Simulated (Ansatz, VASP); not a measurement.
**Pd: VASP beside Ansatz**

The input INCAR:

```
SYSTEM = Pd
PREC     = Accurate       ! precision mode
ENCUT    = 520            ! plane-wave cutoff, eV
EDIFF    = 1E-7           ! SCF threshold, eV
ISMEAR   = -1             ! smearing method
SIGMA    = 0.05           ! smearing width, eV
LREAL    = .FALSE.        ! projectors in reciprocal space
LASPH    = .TRUE.         ! aspherical terms in the spheres
NELM     = 150            ! most SCF steps
ALGO     = Normal         ! electronic algorithm
ISIF     = 2              ! what is computed and relaxed
LWAVE    = .FALSE.        ! write WAVECAR
LCHARG   = .FALSE.        ! write CHGCAR
ISPIN    = 2              ! spin polarisation
MAGMOM   = 0.447 0.447    ! initial moments
LORBIT   = 11             ! projections on sites
LMAXMIX  = 4              ! l up to which the mixer works
GGA      = RP             ! functional
NBANDS   = 21             ! bands
```

The input KPOINTS:

```
regular mesh
0
G
  10 10 10
  0 0 0
```

The input POSCAR:

```
Pd
1.0
    0.0000000000      2.8670153334      2.8670153334
    2.8670153334      0.0000000000      2.8670153334
    2.8670153334      2.8670153334      0.0000000000
Pd
2
Direct
    0.1250000000      0.1250000000      0.1250000000
    0.8750000000      0.8750000000      0.8750000000
```

Input for Ansatz:

```yaml
crystal:
  lattice:
    - [0.0, 2.8670153334, 2.8670153334]
    - [2.8670153334, 0.0, 2.8670153334]
    - [2.8670153334, 2.8670153334, 0.0]
  atoms:
    - { symbol: Pd, position: [0.125, 0.125, 0.125], spin: 0.447 }
    - { symbol: Pd, position: [0.875, 0.875, 0.875], spin: 0.447 }
hamiltonian:
  xc: rpbe
  pseudopotentials:
    kind: paw
    azcp:
      Pd: "pseudopotentials/Pd.paw.azcp"
basis:
  ecutwfc: 420
  fft_grid_basis: typed
kpoints:
  mp_grid: { grid: [10, 10, 10], shift: [0, 0, 0] }
magnetization:
  spin_polarized: true
scf:
  occupations: { method: fermi_dirac, width: 0.05 }
  lower_state_search: "off"
output:
  stress: true
```

Alike in both runs: task single point; functional RPBE; k mesh 10 × 10 × 10; occupations fermi-dirac, width 0.05 eV; collinear spin.

```csv
,VASP,Ansatz
version,VASP 6.6.1,Ansatz 0.2.0
potentials or method,"VASP PAW PBE potentials, release 64 (Pd)","plane waves (420 eV) with PAW, scalar-relativistic"
plane-wave cutoff (eV),520,420
valence electrons in the cell,20,36
```

|  | VASP | Ansatz | Ansatz less VASP |
| --- | --- | --- | --- |
| pressure (GPa) | 5.4 | 5.8 | +0.37 |
| net moment per atom (μB) | 0.47 | 0.47 | -0.001 |
| size of the moment on the site where the two differ most (μB) | 0.46 | 0.46 | -0.002 |

Site moments also hang on the region over which each program counts them. With one functional, cell and mesh, what is left measures potentials, basis and numerics. The two sets of potentials don't hold the same shells in valence.

Caveats: the PAW data sets were made with another functional, which shifts forces and pressure a little (VASP).
